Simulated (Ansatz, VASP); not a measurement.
One calculation of AgCl, two programs

File INCAR:

```
PREC     = Accurate       # precision mode
ENCUT    = 520            # plane-wave cutoff, eV
EDIFF    = 1E-7           # SCF threshold, eV
ISMEAR   = 0              # smearing method
SIGMA    = 0.05           # smearing width, eV
LREAL    = F              # projectors in reciprocal space
LASPH    = T              # aspherical terms in the spheres
NELM     = 100            # most SCF steps
ALGO     = Fast           # electronic algorithm
ISIF     = 2              # what is computed and relaxed
LWAVE    = F              # write WAVECAR
LCHARG   = F              # write CHGCAR
GGA      = PS             # functional
NBANDS   = 16             # bands
```

File KPOINTS:

```
regular mesh
0
Gamma
  12 12 12
```

Contents of POSCAR:

```
AgCl
1.0
    3.7304853767      0.0000000000      0.0000000000
    0.0000000000      3.7304853767      0.0000000000
    0.0000000000      0.0000000000      2.9097785938
Ag Cl
1 1
Direct
    0.0000000000      0.0000000000      0.0000000000
    0.5000000000      0.5000000000      0.5000000000
```

Input for Ansatz:

```yaml
crystal:
  lattice:
    - [3.7304853767, 0.0, 0.0]
    - [0.0, 3.7304853767, 0.0]
    - [0.0, 0.0, 2.9097785938]
  atoms:
    - { symbol: Ag, position: [0.0, 0.0, 0.0] }
    - { symbol: Cl, position: [0.5, 0.5, 0.5] }
basis:
  ecutwfc: 420
kpoints:
  mp_grid: { grid: [12, 12, 12] }
hamiltonian:
  xc: pbesol
scf:
  occupations: { method: gaussian, width: 0.05 }
output:
  forces: true
  stress: true
  eigenvalues: true
```

Alike in both runs: task single point; functional PBEsol; k mesh 12 × 12 × 12; occupations gaussian, width 0.05 eV; no spin polarisation.

|  | VASP | Ansatz |
| --- | --- | --- |
| version | VASP 6.6.1 | Ansatz 0.2.0 |
| potentials or method | VASP PAW PBE potentials, release 64 (Ag, Cl) | scalar-relativistic, plane waves, PAW |
| plane-wave cutoff (eV) | 520 | 420 |
| valence electrons in the cell | 18 | 26 |

```csv
,VASP,Ansatz,Ansatz less VASP
gap on the k mesh at the Fermi level (eV),none,none,-
pressure (GPa),-2.9,-2.8,+0.09
largest component of the traceless stress (GPa),11.95,11.93,-0.020
```

A gap of «none» marks a metal or a gap that the smearing closes. The two sets of potentials don't hold the same shells in valence.

Caveats: the PAW data sets were made with another functional, which shifts forces and pressure a little (VASP).
